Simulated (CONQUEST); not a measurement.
CdO (Monteponite) under changes of volume

One of the cells (13.229 Å³/atom); the others are scaled copies at fixed shape and fractional positions:

```
CELL_PARAMETERS angstrom
3.34470 0.00000 0.00000
0.00000 3.34470 0.00000
0.00000 0.00000 4.73012
ATOMIC_POSITIONS crystal
Cd 0.00000 0.00000 0.00000
Cd 0.50000 0.50000 0.50000
O 0.00000 0.00000 0.50000
O 0.50000 0.50000 0.00000
```

| Item | Value |
| --- | --- |
| Program | CONQUEST 1.3 |
| Functional | PBEsol |
| Potentials or basis | PseudoDojo NC PBEsol, DZP, grid of 36 × 36 × 60 points |
| k mesh | 8 × 8 × 6 |
| Occupations | fermi-dirac, width 0.05 eV |
| Spin | no spin polarisation |

```tsv
volume (Å³/atom)	energy over the lowest point (meV/atom)	pressure (GPa)
12.191	30.95	12.5
12.710	5.04	4.3
13.229	0.00	-1.1
13.488	?	?
13.748	12.62	-6.1
```

Problem. What does the run at 13.488 Å³/atom give?

Solution. Energy over the lowest point 4.45 meV/atom; pressure -3.9 GPa.

Worked out: A Birch-Murnaghan fit of order 2 (a polynomial in V^(-2/3)) to the other rows has its minimum at 13.10 Å³/atom with B0 = V·E''(V) = 142 GPa. It gives 4.37 meV/atom at 13.488 Å³/atom, against the run's 4.45, and -dE/dV = -3.9 GPa, against -3.9.

Energies are extrapolated to zero smearing.

Caveats: the basis of atomic orbitals isn't converged, which shifts pressures, moduli and gaps; the real-space grid breaks the cell's symmetry a little.
